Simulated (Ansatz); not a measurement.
# MgS: the cost of one run

Computed with Ansatz 0.2.0 (DFT PBE, scalar-relativistic, plane waves, PAW, unless a step's input says otherwise).

1 further run of the same task is left out (set aside as unsound or not needed).

## Step 1: Starting point

Symmetry: F-43m, No. 216, cubic system. Conventional cell: a = 5.666 Å, b = 5.666 Å, c = 5.666 Å, α = 90.00°, β = 90.00°, γ = 90.00°. Mg (site symmetry -43m) is surrounded by 4 S at 2.45 Å. S (site symmetry -43m) is surrounded by 4 Mg at 2.45 Å.

As a file:

```cif
data_structure
_symmetry_space_group_name_H-M 'F-43m'
_symmetry_Int_Tables_number 216
_cell_length_a 5.6662
_cell_length_b 5.6662
_cell_length_c 5.6662
_cell_angle_alpha 90.000
_cell_angle_beta 90.000
_cell_angle_gamma 90.000
_cell_volume 181.92
loop_
_atom_site_label
_atom_site_type_symbol
_atom_site_symmetry_multiplicity
_atom_site_Wyckoff_symbol
_atom_site_fract_x
_atom_site_fract_y
_atom_site_fract_z
_atom_site_occupancy
Mg1 Mg 4 a 0.00000 0.00000 0.00000 1
S1 S 4 c 0.25000 0.25000 0.25000 1
```

The structure comes from the Materials Project (structure only).

## Step 8: The grid

The energy is mapped over a normal mode and a strain (zone-centre modes of the cell shown, which folds in the wave vector (0, 0, 1/2) of the primitive cell).

- amplitude of mode 12 (330 cm⁻¹), largest displacement in the unstrained cell: 5 values from −0.070 to 0.070 Å
- equal normal strain along x, y and z: 5 values from −2.50 to 2.50 %

Nothing else is relaxed (the pattern is fixed in fractional coordinates). Energies count from the relaxed high-symmetry cell. Points are written as (first, second).

The patterns, per unit of each coordinate (Å):

| atom | x1 | y1 | z1 |
| --- | --- | --- | --- |
| Mg1 | 0.577 | 0.577 | -0.577 |
| Mg2 | -0.577 | -0.577 | 0.577 |
| S3 | 0.251 | 0.251 | -0.251 |
| S4 | -0.251 | -0.251 | 0.251 |

(The set-up runs are not shown.)

## Step 9: The run at (0.000 Å, −2.50 %)

The input, input.yaml:

```yaml
crystal:
  lattice:
    - [0.0, -2.7773757579, -2.7773757579]
    - [-2.7773757579, 0.0, -2.7773757579]
    - [2.7773757579, 2.7773757579, -5.5547515158]
  atoms:
    - { symbol: Mg, position: [0.0, 0.0, 0.0] }
    - { symbol: Mg, position: [0.5, 0.5, 0.5] }
    - { symbol: S, position: [0.375, 0.375, 0.875] }
    - { symbol: S, position: [0.875, 0.875, 0.375] }
basis:
  ecutwfc: 520.0
kpoints:
  mp_grid: { grid: [9, 9, 8] }
hamiltonian:
  xc: pbe
  pseudopotentials: { kind: paw }
scf:
  occupations: { method: gaussian, width: 0.05 }
output:
  forces: true
  stress: true
  eigenvalues: true
```

Run with:

```
ansatz run input.yaml --threads 1 --pin off --max-ram 2048MiB --backend cpu --events-out ev --progress --plain --runs-dir out
```

Q: Estimate wall time and peak memory on 1 thread of Arm Neoverse N1, shared host.

About 56 s, with a peak of 0.57 GiB.
